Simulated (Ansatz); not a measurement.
# GaAs (I4/mmm) in Ansatz: further runs

The runs below take GaAs through single point, with r2SCAN0, r2SCANh, r2SCAN50, HF.

Program: Ansatz 0.2.0. These are calculated values, not measurements. Logs are shortened: lines on timing, memory, paths and dates and some standing lists are left out, and cuts for length are marked.

## Step 1: The crystal as given

Symmetry: I4/mmm, No. 139, tetragonal system. Conventional cell: a = 3.762 Å, b = 3.762 Å, c = 6.052 Å, α = 90.00°, β = 90.00°, γ = 90.00°. Around Ga (site symmetry 4/mmm) lie 6 As at 2.66 to 3.03 Å. As (site symmetry 4/mmm) has 6 Ga at 2.66 to 3.03 Å as nearest neighbours.

The cell was built by a generator and needn't be a form met in nature.

## Step 2: Single point, r2SCAN0

Input file input:

```
crystal:
  lattice:
    - [-1.88077396, 1.88077396, 3.02585088]
    - [1.88077396, -1.88077396, 3.02585088]
    - [1.88077396, 1.88077396, -3.02585088]
  atoms:
    - { symbol: Ga, position: [0.0, 0.0, 0.0] }
    - { symbol: As, position: [0.5, 0.5, 0.0] }
hamiltonian:
  xc: r2scan0
  pseudopotentials: { kind: paw }
kpoints:
  mp_grid: { grid: [5, 5, 5] }
scf:
  occupations: { method: fermi_dirac, width: 0.05 }
output:
  forces: true
  stress: true
  eigenvalues: true
```

Potentials or basis: Ansatz PAW.

The program printed:

```text
Warning: output.stress: scf.convergence.dr2_threshold = 1e-7 eV (the SCF's general default) is looser than the 2e-10 eV advised for a printed stress (1e-10 eV for each atom of the cell: 2). What an SCF threshold leaves in a stress goes as its square root, and in the free energy as the threshold itself, and one threshold admits the most on a small cell: of the crystals measured, under no hybrid functional and no lock of the moments, on runs that ended without the residual-converged pass, on stresses that held no estimate of that error, the worst erred by over 100 MPa in a component at 1e-7 eV an atom and by under 5 at 1e-10. Set scf.convergence.dr2_threshold to 2e-10 eV or tighter. The threshold is an SCF's pass mark: one that does not reach it within its budget of iterations ends unconverged, or closes short of it on a stop that the run arms, and scf.convergence.dr2_threshold's page says what that costs each kind of run
Warning: output.stress: scf.exx.energy_threshold = 1e-6 eV is looser than the 2e-8 eV advised for a stress under a hybrid functional (1e-8 eV for each atom of the cell: 2). Every SCF of the exchange loop can meet its threshold on dr2 while the loop round them stops early: no threshold on dr2 bounds what that leaves in the stress. Set scf.exx.energy_threshold to 2e-8 eV or tighter. The threshold is the loop's pass mark: a loop that does not reach it within its budget of cycles ends unconverged, and scf.exx.energy_threshold's page has the law
GPUs: using 1 of 1 available (devices: 1).
Engine: ansatz 0.2.0, x86_64-unknown-linux-gnu
Pseudopotentials: kind: paw
Pseudopotential: Ga, paw, valence charge 13, recommended cutoff 500 eV (meta_gga), Ga.paw.azcp
Pseudopotential: As, paw, valence charge 15, recommended cutoff 500 eV (meta_gga), As.paw.azcp
Functional definition: r2SCAN0
  parameter a = 0.25
  parameter k0 = 0.174
  parameter k1 = 0.065
  parameter a1 = 4.9479
  exchange = (1 - a)*r2scan_x(k0 = k0, k1 = k1, a1 = a1) + a*exact_x
  correlation = r2scan_c
device memory: the entry about to start is reckoned to put 0.7 GiB on a device that reports 65.5 GiB free (of which the cap on the GPU budget leaves the run 18.0 GiB)
GPU FFT provider: cuFFT
GPU libraries: cuBLAS 13.8.2, cuFFT 12.4.0, cuSOLVER 12.3.4
Crystal: 2 atoms, lattice volume = 42.813 Å³
Basis set: ecut = 500 eV, 1087 PW (Γ), exchange–correlation on 120×120×120 points (64 copies of the dense FFT grid, shifted against one another)
Bands: 18, of which v1, the nominal top of the filled ones, is band 14 counted from 1 (13 counted from 0)
Symmetry: 16 space group operations
Space group: I4/mmm (ITA 139), of the structure as read, at distance tolerance 3.5e-5 Å
k-points: 18 of 125
Non-local potential: Ga, projectors of the file, l = 0: 2, l = 1: 2, l = 2: 3, l = 3: 1
Non-local potential: As, projectors of the file, l = 0: 2, l = 1: 2, l = 2: 3, l = 3: 1
PAW form: soft (Blöchl's): semilocal exchange-correlation on the pseudo side does not see the compensation charge
PAW frozen core: Ga, regenerated for the run's functional, and the local potential with it (the file was generated under x = pbe(κ = 0.804, μ = 0.2195149727645171), c = pbe(β = 0.06672455060314922))
PAW frozen core: As, regenerated for the run's functional, and the local potential with it (the file was generated under x = pbe(κ = 0.804, μ = 0.2195149727645171), c = pbe(β = 0.06672455060314922))
PAW one-centre angular grid: Ga, 590 points (default); XC on 160 Gauss nodes
PAW one-centre angular grid: As, 590 points (default); XC on 160 Gauss nodes
Initial density: superposition of atomic densities (neutral atoms: chi_scale 0, normalization atom), corrected by the library's trained network
Initial wavefunctions: pseudopotential atomic-orbital guess
GPU buffer pool allocated for 27000 grid points (all kernels)
GPU transforms: local potential and band sums: pruned to the plane-wave sphere, on 30×30×30
Functional: x = r2scan, c = r2scan; τ floored in thin density (d = 2e-4 eV/Å³), warm-up for x = 0.75 r2scan + 0.25 exact, c = r2scan; τ floored in thin density (d = 2e-4 eV/Å³)
SCF iter   1: F=—  HF=-8654.658811 eV  |F-HF|=—  |Δ(HF+E_count)|=         —  Δρ=9.63e-3  dr2=2.15e-2  dr2_τ=1.60e-3  ethr=1.77e-3  ⟨swp⟩=7.5  Hψ=1345  notcnv=0
preconditioner: auto → none  [insulator: Δε(μ)=0.141 eV  Ē_g=15.884 eV  σ=0.050 eV  W_gap=0.59  n_scr=14 (ndim 8)  ℏωp=24.1 eV  f_vac=0.002  D(μ)=0.84/eV (n_scr^D=0)]
iter 2 solved again at ethr=4.16e-6 eV; its pass at ethr=7.67e-5 eV (dr2=1.16e-3 eV) is discarded
SCF iter   2: F=—  HF=-8654.669766 eV  |F-HF|=—  |Δ(HF+E_count)|=   1.10e-2  Δρ=2.31e-3  dr2=1.16e-3  dr2_τ=6.25e-5  ethr=4.16e-6  ⟨swp⟩=2.1  Hψ=1611  notcnv=0
SCF iter   3: F=—  HF=-8654.670313 eV  |F-HF|=—  |Δ(HF+E_count)|=   5.47e-4  Δρ=1.45e-3  dr2=3.49e-4  dr2_τ=4.99e-6  ethr=4.14e-6  ⟨swp⟩=3.4  Hψ=686  notcnv=0
SCF iter   4: F=—  HF=-8654.670479 eV  |F-HF|=—  |Δ(HF+E_count)|=   1.66e-4  Δρ=1.93e-4  dr2=2.71e-5  dr2_τ=3.42e-7  ethr=1.25e-6  ⟨swp⟩=3.0  Hψ=732  notcnv=0
[... 21 lines left out ...]
SCF iter   2: F=—  HF=-8652.503455 eV  |F-HF|=—  |Δ(HF+E_count)|=   7.44e-3  Δρ=2.49e-3  dr2=2.10e-3  dr2_τ=2.97e-5  ethr=2.63e-5  ⟨swp⟩=4.0  Hψ=1028  notcnv=0
SCF iter   3: F=—  HF=-8652.503717 eV  |F-HF|=—  |Δ(HF+E_count)|=   2.62e-4  Δρ=1.54e-3  dr2=1.24e-3  dr2_τ=2.68e-6  ethr=2.97e-6  ⟨swp⟩=4.0  Hψ=738  notcnv=0
SCF iter   4: F=—  HF=-8652.503835 eV  |F-HF|=—  |Δ(HF+E_count)|=   1.18e-4  Δρ=1.22e-4  dr2=9.06e-4  dr2_τ=2.80e-7  ethr=8.97e-7  ⟨swp⟩=3.1  Hψ=709  notcnv=0
SCF iter   5: F=—  HF=-8652.511222 eV  |F-HF|=—  |Δ(HF+E_count)|=   7.39e-3  Δρ=1.18e-3  dr2=2.81e-4  dr2_τ=1.54e-6  ethr=3.23e-8  ⟨swp⟩=5.0  Hψ=1399  notcnv=0
SCF iter   6: F=—  HF=-8652.511139 eV  |F-HF|=—  |Δ(HF+E_count)|=   8.33e-5  Δρ=4.71e-5  dr2=2.84e-5  dr2_τ=4.82e-8  ethr=3.23e-8  ⟨swp⟩=4.0  Hψ=1069  notcnv=0
SCF iter   7: F=—  HF=-8652.511306 eV  |F-HF|=—  |Δ(HF+E_count)|=   1.67e-4  Δρ=2.38e-4  dr2=1.34e-5  dr2_τ=6.66e-8  ethr=1.80e-9  ⟨swp⟩=5.0  Hψ=1306  notcnv=0
SCF iter   8: F=-8652.511302 eV  HF=-8652.511302 eV  |F-HF|=8.63e-9  |Δ(HF+E_count)|=   4.31e-6  Δρ=6.66e-6  dr2=1.07e-7  dr2_τ=3.63e-10  ethr=1.80e-9  ⟨swp⟩=4.0  Hψ=924  notcnv=0
SCF 2 stopped early in 8 iterations: F = -8652.511302 eV  dr2 = 1.07e-7
hybrid outer 1: dexx = +8.493e-3 eV, tail = 3.13e-5 eV
GPU FFT provider: cuFFT
GPU libraries: cuBLAS 13.8.2, cuFFT 12.4.0, cuSOLVER 12.3.4
GPU buffer pool allocated for 27000 grid points (all kernels)
GPU transforms: local potential and band sums: pruned to the plane-wave sphere, on 30×30×30
Exchange kernel: α = 0.2500, full range, Wigner–Seitz truncation, v(0) = 10603.6893 eV·Å³, q-mesh 5×5×5, nearest image of the exchange supercell L = 18.81 Å, pair-density grid 18×18×18, without the augmentation charges, whose exchange is taken in its separable form by FFT convolution over the k-point mesh (sized by the pseudopotential files, 24×24×24 at the most), smooth part of the exact exchange by density-matrix convolution in up to 2.57 GiB of GPU memory as planned if the GPU has room (build and FFT work areas not counted)
Frozen-core exchange: fock
SCF iter   1: F=—  HF=-8652.510946 eV  |F-HF|=—  |Δ(HF+E_count)|=         —  Δρ=6.07e-5  dr2=8.44e-6  dr2_τ=2.62e-8  ethr=5.58e-7  ⟨swp⟩=4.4  Hψ=744  notcnv=0
preconditioner: auto → none  [insulator: Δε(μ)=0.233 eV  Ē_g=18.821 eV  σ=0.050 eV  W_gap=0.71  n_scr=14 (ndim 8)  ℏωp=24.1 eV  f_vac=0.001  D(μ)=0.53/eV (n_scr^D=0)]
SCF iter   2: F=—  HF=-8652.510947 eV  |F-HF|=—  |Δ(HF+E_count)|=   8.13e-7  Δρ=2.10e-5  dr2=7.62e-6  dr2_τ=5.34e-9  ethr=3.25e-9  ⟨swp⟩=4.0  Hψ=1038  notcnv=0
SCF iter   3: F=—  HF=-8652.511108 eV  |F-HF|=—  |Δ(HF+E_count)|=   1.61e-4  Δρ=1.37e-5  dr2=1.54e-7  dr2_τ=9.65e-10  ethr=3.78e-10  ⟨swp⟩=4.3  Hψ=1100  notcnv=0
SCF iter   4: F=—  HF=-8652.511108 eV  |F-HF|=—  |Δ(HF+E_count)|=   4.03e-8  Δρ=3.78e-6  dr2=7.29e-8  dr2_τ=2.92e-10  ethr=2.91e-10  ⟨swp⟩=3.0  Hψ=840  notcnv=0
SCF iter   5: F=—  HF=-8652.511108 eV  |F-HF|=—  |Δ(HF+E_count)|=  4.67e-10  Δρ=1.46e-6  dr2=7.03e-8  dr2_τ=3.95e-11  ethr=1.17e-11  ⟨swp⟩=4.0  Hψ=904  notcnv=0
SCF iter   6: F=—  HF=-8652.511108 eV  |F-HF|=—  |Δ(HF+E_count)|=  5.04e-10  Δρ=2.32e-7  dr2=6.99e-8  dr2_τ=1.20e-12  ethr=1.87e-12  ⟨swp⟩=4.0  Hψ=936  notcnv=0
SCF iter   7: F=-8652.511108 eV  HF=-8652.511108 eV  |F-HF|=2.80e-9  |Δ(HF+E_count)|=   4.68e-7  Δρ=4.08e-6  dr2=7.29e-9  dr2_τ=4.77e-11  ethr=1.00e-12  ⟨swp⟩=5.0  Hψ=1156  notcnv=0
SCF 3 converged in 7 iterations: F = -8652.511108 eV  dr2 = 7.29e-9
  Residual-converged pass: ⟨swp⟩=1.3  Hψ=330  notcnv=0  max |occ|·‖R‖ = 2.3e-6 eV (tolerance 2.4e-6 eV)  dr2=7.29e-9  dr2_τ=4.77e-11  dr2_onsite=7.20e-10  max |Δocc| = 7.1e-15
hybrid outer 2: dexx = +6.938e-7 eV, tail = 3.32e-8 eV, Δε = 3.00e-3 eV (about 1.22e-4 eV left of the loop's levels)
hybrid SCF converged: 2 outer / 15 inner (+9 warm-up), last move |dexx| = 6.94e-7 eV, tail = 3.32e-8 eV
Stability not checked: this state was not tested for a lower state beside it, because the functional holds exact exchange (a hybrid, or Hartree-Fock), whose exchange loop this test does not read (fock_operator; see scf.lower_state_search)
Free energy (F): -8652.511108 eV
Frozen-core exchange: fock
Harris-Foulkes:  -8652.511108 eV  (|F-HF|=2.80e-9)
Internal energy: -8652.506968 eV  (E = F + TS)
E sigma→0 (E₀):  -8652.509038 eV
Entropy (-TS):   -0.004140 eV (-2.070 meV/atom)
Fermi energy:    8.822081 eV
--- Per-component energies (eV) ---
  E_band       = -392.515583
  E_kinetic    = 213.671281
  E_local      = -3580.974260  (includes V_loc(G=0)·N_el)
  E_nonlocal   = -242.894914
  E_hartree    = 1821.118652
  E_xc         = -104.685704
  E_vxc        = -107.829044  (∫ρ·V_xc dr)
  E_exx        = -120.271660  (= α·E_x^exact, valence–valence)
  E_paw        = -3759.661306  (= ΣΔE_a)
  E_vpaw       = -80.945914  (= ΣTr[D̂ρ^β])
  E_aug_tail   = -0.000046  (compensation charges beyond the density's cutoff)
  E_vtau       = 4.761959  (kinetic-family band-sum trace: ∫τ·v_τ [+ j·A + Jᵃ·Aᵃ] dr)
  E_ewald      = -2876.677681
  E_core_change = -2.131331  (= ΣΔE_core)
  E_smearing   = -0.004140  (= −TS)
  E_closure    = -0.000000  (closes the sum)
  Σ components = -8652.511108   (vs F -8652.511108, Δ=0.00e0)
--- Forces (eV/Å), atoms counted from 1 ---
  atom   1  Ga     0.00000000     0.00000000     0.00000000
  atom   2  As     0.00000000     0.00000000     0.00000000
  max |Σ_I F_I| component: 5.92e-30 eV/Å
--- Stress (GPa, compression-positive) ---
       -5.856375       0.000000      -0.000000
        0.000000      -5.856375      -0.000000
       -0.000000       0.000000      -9.716695
  P = ⅓ Tr σ = -7.1431 GPa (-71.431 kbar)
--- Band table (eV; the first three rows and the last of 18) ---
  k-point 0: bands = ["-31.2733", "-31.2623", "-31.2247", "-31.2247", "-31.2211", "-10.0710", "-10.0306", "-10.0175", "-10.0175", "-10.0123", "-6.1607", "7.6660", "7.6660", "8.2915", "9.7779", "14.9246", "16.4455", "17.6249"]
  k-point 1: bands = ["-31.2737", "-31.2608", "-31.2249", "-31.2242", "-31.2206", "-10.0632", "-10.0538", "-10.0229", "-10.0130", "-9.9963", "-5.3482", "4.1479", "6.2436", "8.0759", "11.8187", "14.6109", "14.9457", "15.2273"]
  k-point 2: bands = ["-31.2748", "-31.2586", "-31.2254", "-31.2238", "-31.2196", "-10.1358", "-10.0385", "-10.0317", "-10.0035", "-9.9675", "-3.2623", "2.4734", "4.6511", "5.3027", "6.5086", "13.5326", "16.8088", "20.4533"]
  k-point 17: bands = ["-31.2731", "-31.2618", "-31.2237", "-31.2234", "-31.2211", "-10.1186", "-10.0372", "-10.0114", "-10.0043", "-9.9988", "-3.7297", "2.4112", "2.9607", "6.4455", "8.6404", "15.6561", "17.5115", "18.8381"]
```

It took 18 s on 1 × NVIDIA H100 80GB HBM3 with 2 threads of AMD EPYC 7R13 (Zen 3), shared host; peak memory 2 GiB.

Results:

* Free energy: -8652.5111 eV
* Pressure: -7.1 GPa
* Band gap on the k mesh: none (metal or under the smearing width)

Caveat: the k mesh is coarse (spacing up to 0.47 Å⁻¹), so the values aren't converged, least of all with exact exchange; the PAW data sets come from PBE, with cores solved anew for the run's functional, which leaves a small shift of forces and pressure; the thresholds are loose for stress.

## Step 3: Single point, r2SCANh

input, as its differences from that of step 2:

```diff
@@ -9,3 +9,3 @@
 hamiltonian:
-  xc: r2scan0
+  xc: r2scanh
   pseudopotentials: { kind: paw }
```

Potentials or basis: Ansatz PAW.

The program printed:

```text
Warning: output.stress: scf.convergence.dr2_threshold = 1e-7 eV (the SCF's general default) is looser than the 2e-10 eV advised for a printed stress (1e-10 eV for each atom of the cell: 2). What an SCF threshold leaves in a stress goes as its square root, and in the free energy as the threshold itself, and one threshold admits the most on a small cell: of the crystals measured, under no hybrid functional and no lock of the moments, on runs that ended without the residual-converged pass, on stresses that held no estimate of that error, the worst erred by over 100 MPa in a component at 1e-7 eV an atom and by under 5 at 1e-10. Set scf.convergence.dr2_threshold to 2e-10 eV or tighter. The threshold is an SCF's pass mark: one that does not reach it within its budget of iterations ends unconverged, or closes short of it on a stop that the run arms, and scf.convergence.dr2_threshold's page says what that costs each kind of run
Warning: output.stress: scf.exx.energy_threshold = 1e-6 eV is looser than the 2e-8 eV advised for a stress under a hybrid functional (1e-8 eV for each atom of the cell: 2). Every SCF of the exchange loop can meet its threshold on dr2 while the loop round them stops early: no threshold on dr2 bounds what that leaves in the stress. Set scf.exx.energy_threshold to 2e-8 eV or tighter. The threshold is the loop's pass mark: a loop that does not reach it within its budget of cycles ends unconverged, and scf.exx.energy_threshold's page has the law
GPUs: using 1 of 1 available (devices: 1).
[... 112 lines left out ...]
  P = ⅓ Tr σ = -6.2971 GPa (-62.971 kbar)
--- Band table (eV; the first three rows and the last of 18) ---
  k-point 0: bands = ["-28.8466", "-28.8364", "-28.7983", "-28.7983", "-28.7939", "-8.0626", "-8.0219", "-8.0082", "-8.0082", "-8.0082", "-5.0619", "7.9839", "7.9839", "8.3137", "9.6245", "14.3646", "16.0601", "17.2170"]
  k-point 1: bands = ["-28.8470", "-28.8348", "-28.7986", "-28.7978", "-28.7933", "-8.0564", "-8.0434", "-8.0140", "-8.0035", "-7.9913", "-4.2976", "4.6106", "6.6437", "8.3304", "11.4445", "14.1264", "14.4180", "14.8979"]
  k-point 2: bands = ["-28.8481", "-28.8323", "-28.7991", "-28.7973", "-28.7923", "-8.1442", "-8.0242", "-8.0235", "-7.9930", "-7.9603", "-2.3203", "3.0924", "5.1646", "5.6095", "6.9209", "13.2581", "16.1909", "19.8531"]
  k-point 17: bands = ["-28.8463", "-28.8359", "-28.7972", "-28.7969", "-28.7939", "-8.1185", "-8.0289", "-8.0074", "-7.9940", "-7.9879", "-2.7690", "3.0339", "3.6414", "6.8560", "8.7319", "15.2748", "16.8934", "18.1973"]
```

Run time: 24 s. Hardware: 1 × NVIDIA H100 80GB HBM3 with 2 threads of AMD EPYC 7R13 (Zen 3), shared host; peak memory 2 GiB.

What came out:

```
Free energy            : -8653.7898 eV
Pressure               : -6.3 GPa
Band gap on the k mesh : none (metal or under the smearing width)
```

Caveat: the k mesh is coarse (spacing up to 0.47 Å⁻¹), so the values aren't converged, least of all with exact exchange; the PAW data sets come from PBE, with cores solved anew for the run's functional, which leaves a small shift of forces and pressure; the thresholds are loose for stress.

## Step 4: Single point, r2SCAN50

input, as its differences from that of step 3:

```diff
@@ -9,3 +9,3 @@
 hamiltonian:
-  xc: r2scanh
+  xc: r2scan50
   pseudopotentials: { kind: paw }
```

Potentials or basis: Ansatz PAW.

The program printed:

```text
Warning: output.stress: scf.convergence.dr2_threshold = 1e-7 eV (the SCF's general default) is looser than the 2e-10 eV advised for a printed stress (1e-10 eV for each atom of the cell: 2). What an SCF threshold leaves in a stress goes as its square root, and in the free energy as the threshold itself, and one threshold admits the most on a small cell: of the crystals measured, under no hybrid functional and no lock of the moments, on runs that ended without the residual-converged pass, on stresses that held no estimate of that error, the worst erred by over 100 MPa in a component at 1e-7 eV an atom and by under 5 at 1e-10. Set scf.convergence.dr2_threshold to 2e-10 eV or tighter. The threshold is an SCF's pass mark: one that does not reach it within its budget of iterations ends unconverged, or closes short of it on a stop that the run arms, and scf.convergence.dr2_threshold's page says what that costs each kind of run
Warning: output.stress: scf.exx.energy_threshold = 1e-6 eV is looser than the 2e-8 eV advised for a stress under a hybrid functional (1e-8 eV for each atom of the cell: 2). Every SCF of the exchange loop can meet its threshold on dr2 while the loop round them stops early: no threshold on dr2 bounds what that leaves in the stress. Set scf.exx.energy_threshold to 2e-8 eV or tighter. The threshold is the loop's pass mark: a loop that does not reach it within its budget of cycles ends unconverged, and scf.exx.energy_threshold's page has the law
GPUs: using 1 of 1 available (devices: 1).
[... 145 lines left out ...]
  P = ⅓ Tr σ = -8.5057 GPa (-85.057 kbar)
--- Band table (eV; the first three rows and the last of 18) ---
  k-point 0: bands = ["-35.3410", "-35.3291", "-35.2930", "-35.2930", "-35.2909", "-13.4592", "-13.4171", "-13.4032", "-13.4032", "-13.3902", "-7.9848", "7.1287", "7.1287", "8.2898", "10.0282", "15.8534", "17.0811", "18.2963"]
  k-point 1: bands = ["-35.3412", "-35.3277", "-35.2932", "-35.2924", "-35.2905", "-13.4521", "-13.4390", "-13.4080", "-13.3991", "-13.3756", "-7.0937", "3.3876", "5.5706", "7.6414", "12.4469", "15.4143", "15.7672", "15.8180"]
  k-point 2: bands = ["-35.3423", "-35.3259", "-35.2936", "-35.2923", "-35.2895", "-13.5032", "-13.4325", "-13.4160", "-13.3908", "-13.3498", "-4.8205", "1.4404", "3.7895", "4.8201", "5.8088", "13.9808", "17.8271", "21.4082"]
  k-point 17: bands = ["-35.3408", "-35.3286", "-35.2921", "-35.2920", "-35.2907", "-13.4971", "-13.4234", "-13.3916", "-13.3891", "-13.3867", "-5.3173", "1.3784", "1.8217", "5.7531", "8.4918", "16.2806", "18.5335", "19.8953"]
```

Run time: 16 s. Hardware: 1 × NVIDIA H100 80GB HBM3 with 2 threads of AMD EPYC 7R13 (Zen 3), shared host; peak memory 2 GiB.

What came out:

```
Free energy            : -8650.4771 eV
Pressure               : -8.5 GPa
Band gap on the k mesh : none (metal or under the smearing width)
```

Stress tensor (GPa, compression positive):
```
 -7.29   0.00   0.00
  0.00  -7.29   0.00
  0.00   0.00 -10.93
```

Levels at points of the mesh, in eV from the Fermi level:
| k point | band 12 | band 13 | band 14 | band 15 | band 16 | band 17 |
| --- | --- | --- | --- | --- | --- | --- |
| (0.00, 0.00, 0.00) | -1.61 | -1.61 | -0.45 | 1.29 | 7.11 | 8.34 |

Caveat: the k mesh is coarse (spacing up to 0.47 Å⁻¹), so the values aren't converged, least of all with exact exchange; the PAW data sets come from PBE, with cores solved anew for the run's functional, which leaves a small shift of forces and pressure; the thresholds are loose for stress.

[end of part 1 of 2]
